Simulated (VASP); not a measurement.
# Al2Cu (I4/mcm) in VASP: notebook

The runs below take Al2Cu through relaxation of cell and atoms, with PBE.

All numbers are computed with VASP 6.6.1; they aren't measurements. Logs are shortened: lines on timing, memory, paths and dates and some standing lists are left out, and cuts for length are marked.

## (1) Starting point

It takes space group I4/mcm (No. 140, tetragonal). The conventional cell has a = 5.998 Å, b = 5.998 Å, c = 4.785 Å, α = 90.00°, β = 90.00°, γ = 90.00°. Around Al (site symmetry m2m) lie 4 Cu at 2.56 Å and 3 Al at 2.69 to 2.85 Å. Cu (site symmetry 422) has 2 Cu at 2.39 Å and 8 Al at 2.56 Å as nearest neighbours.

The cell is a database's computed one.

## (2) Relaxation of cell and atoms, PBE

INCAR reads:

```
PREC = Accurate
ENCUT = 600
EDIFF = 1E-6
ISMEAR = 1
SIGMA = 0.1
LREAL = False
LASPH = True
NELM = 120
ALGO = Normal
ISIF = 3
LWAVE = False
LCHARG = False
GGA = PE
IBRION = 2
NSW = 80
EDIFFG = -0.005
KPAR = 4
```

KPOINTS reads:

```
Automatic mesh
0
Gamma
  12 12 12
```

POSCAR reads:

```
Al2Cu
1.0
   -2.9988978000      2.9988978000      2.3927373000
    2.9988978000     -2.9988978000      2.3927373000
    2.9988978000      2.9988978000     -2.3927373000
Al Cu
4 2
Direct
    0.3413930800      0.1586069200      0.5000000000
    0.1586069200      0.6586069200      0.8172138400
    0.8413930800      0.3413930800      0.1827861600
    0.6586069200      0.8413930800      0.5000000000
    0.7500000000      0.7500000000      0.0000000000
    0.2500000000      0.2500000000      0.0000000000
```

Potentials or basis: VASP PAW PBE potentials, release 64 (Al, Cu).

Run with:

```
cat potpaw_PBE.64/Al/POTCAR potpaw_PBE.64/Cu/POTCAR > POTCAR
mpirun -np 4 vasp_std > vasp.out
```

OUTCAR:

```text
PREC = Accurate
   ENCUT = 600
   EDIFF = 1E-6
   ISMEAR = 1
   LREAL = False
   LASPH = True
   NELM = 120
   ISIF = 3
   GGA = PE
   IBRION = 2
   NSW = 80
   EDIFFG = -0.005

 ion  position               nearest neighbor table
   1  0.341  0.159  0.500-   5 2.56   6 2.56   6 2.56   5 2.56   4 2.69   4 2.85   4 2.85   2 3.06
                             3 3.06   2 3.06   3 3.06   2 3.19   3 3.19   3 3.19   2 3.19
   2  0.159  0.659  0.817-   5 2.56   6 2.56   5 2.56   6 2.56   3 2.69   3 2.85   3 2.85   1 3.06
                             4 3.06   4 3.06   1 3.06   1 3.19   4 3.19   1 3.19   4 3.19
   3  0.841  0.341  0.183-   5 2.56   6 2.56   5 2.56   6 2.56   2 2.69   2 2.85   2 2.85   1 3.06
                             4 3.06   4 3.06   1 3.06   1 3.19   4 3.19   4 3.19   1 3.19
   4  0.659  0.841  0.500-   6 2.56   5 2.56   5 2.56   6 2.56   1 2.69   1 2.85   1 2.85   2 3.06
                             3 3.06   2 3.06   3 3.06   2 3.19   3 3.19   2 3.19   3 3.19
   5  0.750  0.750  0.000-   6 2.39   6 2.39   2 2.56   3 2.56   2 2.56   3 2.56   4 2.56   1 2.56
                             4 2.56   1 2.56
   6  0.250  0.250  0.000-   5 2.39   5 2.39   2 2.56   3 2.56   2 2.56   3 2.56   1 2.56   1 2.56
                             4 2.56   4 2.56

  LATTYP: Found a body centered tetragonal cell.
 ALAT       =     5.9977956000
 C/A-ratio  =     0.7978722383

  Lattice vectors:

 A1 = (  -2.9988978000,   2.9988978000,   2.3927373000)
 A2 = (   2.9988978000,  -2.9988978000,   2.3927373000)
 A3 = (   2.9988978000,   2.9988978000,  -2.3927373000)

Analysis of symmetry for initial positions (statically):
=====================================================================
 Subroutine PRICEL returns:
 Original cell was already a primitive cell.

 Routine SETGRP: Setting up the symmetry group for a
 body centered tetragonal supercell.

 Subroutine GETGRP returns: Found 16 space group operations
 (whereof  8 operations were pure point group operations)
 out of a pool of 16 trial point group operations.

The static configuration has the point symmetry C_4h.
 The point group associated with its full space group is D_4h.

Analysis of symmetry for dynamics (positions and initial velocities):
=====================================================================
 Subroutine PRICEL returns:
 Original cell was already a primitive cell.

 Routine SETGRP: Setting up the symmetry group for a
 body centered tetragonal supercell.

 Subroutine GETGRP returns: Found 16 space group operations
 (whereof  8 operations were pure point group operations)
 out of a pool of 16 trial point group operations.

[... 134 lines left out ...]
   GGA     = PE    functional components
   LHFCALC =     F    Hartree Fock is set to
   AEXX    =    0.0000 exact exchange contribution
   IVDW    =     0    specifies the selected vdW correction
   LEPSILON=     F    determine dielectric tensor
   LRPA    =     F    only Hartree local field effects (RPA)
 conjugate gradient relaxation of ions
 non-spin polarized calculation
 Methfessel and Paxton  Order N= 1 SIGMA  =   0.10
  energy-cutoff  :      600.00
  volume of cell :       86.08
 maximum number of plane-waves:      2893
   NGX = 19   NGY = 19   NGZ = 19

--------------------------------------- Ionic step        1  -------------------------------------------

 number of electron      34.0000005 magnetization

 Free energy of the ion-electron system (eV)
  ---------------------------------------------------
  ext. energy  EPLUGINS =         0.00000000
  ---------------------------------------------------
  free energy    TOTEN  =       -23.32747179 eV

  energy without entropy =      -23.32695333  energy(sigma->0) =      -23.32729897

------------------------ aborting loop because EDIFF is reached ----------------------------------------

  FORCE on cell =-STRESS in cart. coord.  units (eV):
  Direction    XX          YY          ZZ          XY          YZ          ZX
  --------------------------------------------------------------------------------------
  -------------------------------------------------------------------------------------
  Total        2.0817666      2.0817666      2.7562985      0.0000000      0.0000000      0.0000000
  in kB       38.7493362     38.7493362     51.3048572      0.0000000      0.0000000      0.0000000
  external PRESSURE =      42.9345099 kB  Pullay stress =       0.0000000 kB
[... 101 lines left out ...]
  FREE ENERGIE OF THE ION-ELECTRON SYSTEM (eV)
  ---------------------------------------------------
  free  energy   TOTEN  =       -23.3774080522 eV

  energy  without entropy=      -23.3779384589  energy(sigma->0) =      -23.37758485

[... ionic steps 4 to 10 ...]

--------------------------------------- Ionic step       11  -------------------------------------------

 number of electron      33.9999978 magnetization

------------------------ aborting loop because EDIFF is reached ----------------------------------------
[... 75 lines left out ...]
--------------------------------------- Ionic step       13  -------------------------------------------

 number of electron      33.9999977 magnetization

 Free energy of the ion-electron system (eV)
  ---------------------------------------------------
  ext. energy  EPLUGINS =         0.00000000
  ---------------------------------------------------
  free energy    TOTEN  =       -23.37807793 eV

  energy without entropy =      -23.37872935  energy(sigma->0) =      -23.37829507

 E-fermi :   7.9181     XC(G=0): -10.8442

 val. band max:        7.9112086542   @ k =   0.2500   0.0833   0.0000
 cond. band min:       7.9220523945   @ k =  -0.2500   0.5000   0.0833
 fundamental gap:      0.0108437403
 Fermi energy:         7.9181236800

 k-point     1 :       0.0000    0.0000    0.0000
  band No.  band energies     occupation
      1      -2.7843      2.00000
      2       2.6548      2.00000
      3       2.8639      2.00000
      4       2.8639      2.00000
      5       2.8909      2.00000
      6       3.7679      2.00000
[... 565 lines left out ...]
     20       9.8625     -0.00000
     21      10.9174      0.00000

 [... further k-points ...]

------------------------ aborting loop because EDIFF is reached ----------------------------------------

  FORCE on cell =-STRESS in cart. coord.  units (eV):
  Direction    XX          YY          ZZ          XY          YZ          ZX
  --------------------------------------------------------------------------------------
  -------------------------------------------------------------------------------------
  Total       -0.0003753     -0.0003753      0.0220615      0.0000000      0.0000000      0.0000000
  in kB       -0.0067038     -0.0067038      0.3940985      0.0000000      0.0000000      0.0000000
  external PRESSURE =       0.1268970 kB  Pullay stress =       0.0000000 kB
[... 21 lines left out ...]
  FREE ENERGIE OF THE ION-ELECTRON SYSTEM (eV)
  ---------------------------------------------------
  free  energy   TOTEN  =       -23.3780779333 eV

  energy  without entropy=      -23.3787293466  energy(sigma->0) =      -23.37829507

 reached required accuracy - stopping structural energy minimisation
```

OSZICAR:

```text
N       E                     dE             d eps       ncg     rms          rms(c)
DAV:   1     0.200995068856E+03    0.20100E+03   -0.15409E+04  6846   0.205E+03
DAV:   2    -0.147186754073E+02   -0.21571E+03   -0.20963E+03  6846   0.357E+02
DAV:   3    -0.278016405398E+02   -0.13083E+02   -0.12438E+02  9217   0.113E+02
[... 99 lines left out ...]
       N       E                     dE             d eps       ncg     rms          rms(c)
DAV:   1    -0.233780816210E+02   -0.26989E-05   -0.43786E-05  7972   0.161E-01    0.158E-02
DAV:   2    -0.233780817842E+02   -0.16321E-06   -0.61656E-05 10044   0.227E-01    0.126E-02
DAV:   3    -0.233780781010E+02    0.36832E-05   -0.19954E-05  9591   0.131E-01    0.258E-03
DAV:   4    -0.233780779333E+02    0.16771E-06   -0.53236E-07  3498   0.541E-03
  13 F= -.23378078E+02 E0= -.23378295E+02  d E =-.749049E-04
```

CONTCAR:

```text
Al2Cu
   1.00000000000000
    -3.0318074712478076    3.0318074712478076    2.4393653369825383
     3.0318074712478076   -3.0318074712478076    2.4393653369825383
     3.0318074712478076    3.0318074712478076   -2.4393653369825383
  Al              Cu
     4     2
Direct
     0.3418445292373408    0.1581554707626592    0.5000000000000000
     0.1581554707626592    0.6581554707626591    0.8163109415253256
     0.8418445292373409    0.3418445292373408    0.1836890584746745
     0.6581554707626591    0.8418445292373409    0.5000000000000000
     0.7500000000000000    0.7500000000000000    0.0000000000000000
     0.2500000000000000    0.2500000000000000    0.0000000000000000

  0.00000000E+00  0.00000000E+00  0.00000000E+00
  0.00000000E+00  0.00000000E+00  0.00000000E+00
  0.00000000E+00  0.00000000E+00  0.00000000E+00
  0.00000000E+00  0.00000000E+00  0.00000000E+00
  0.00000000E+00  0.00000000E+00  0.00000000E+00
  0.00000000E+00  0.00000000E+00  0.00000000E+00
```

Wall time 6 min (4 MPI ranks of Intel Xeon 6975P-C (Granite Rapids), shared host); peak memory 0.49 GiB.

What came out:

- Free energy: -23.3781 eV
- Relaxed volume: 14.95 Å³/atom
- Relaxed cell: a = 4.933 Å, b = 4.933 Å, c = 4.933 Å, α = 104.15°, β = 104.15°, γ = 120.73°
- Space group after relaxing (to 0.05 Å): I4/mcm (No. 140)
- Energy gained by relaxing: 8.4 meV/atom
- Ionic steps: 13
- Pressure after relaxing: 0.0 GPa
- Band gap on the k mesh: none (metal or under the smearing width)

Step by step:
```tsv
step	energy change (eV)	largest force (eV/Å)	pressure (GPa)	volume (Å³)
1	0.0000	0.0760	4.29	86.08
2	-0.0448	0.0026	-1.52	90.95
3	-0.0499	0.0194	0.12	89.73
4	-0.0499	0.0179	-0.18	89.86
5	-0.0505	0.0022	-0.16	89.83
6	-0.0505	0.0043	-0.07	89.82
7	-0.0506	0.0013	-0.04	89.73
8	-0.0506	0.0010	-0.08	89.72
9	-0.0506	0.0003	-0.13	89.70
10	-0.0506	0.0008	0.07	89.65
11	-0.0506	0.0002	0.08	89.67
12	-0.0506	0.0001	0.05	89.68
13	-0.0506	0.0003	0.01	89.69
```

Final structure:
```yaml
crystal:
  lattice:
    - [-3.03181, 3.03181, 2.43937]
    - [3.03181, -3.03181, 2.43937]
    - [3.03181, 3.03181, -2.43937]
  atoms:
    - { symbol: Al, position: [0.34184, 0.15816, 0.50000] }
    - { symbol: Al, position: [0.15816, 0.65816, 0.81631] }
    - { symbol: Al, position: [0.84184, 0.34184, 0.18369] }
    - { symbol: Al, position: [0.65816, 0.84184, 0.50000] }
    - { symbol: Cu, position: [0.75000, 0.75000, 0.00000] }
    - { symbol: Cu, position: [0.25000, 0.25000, 0.00000] }
```

(Continued in part 2 of 2.)
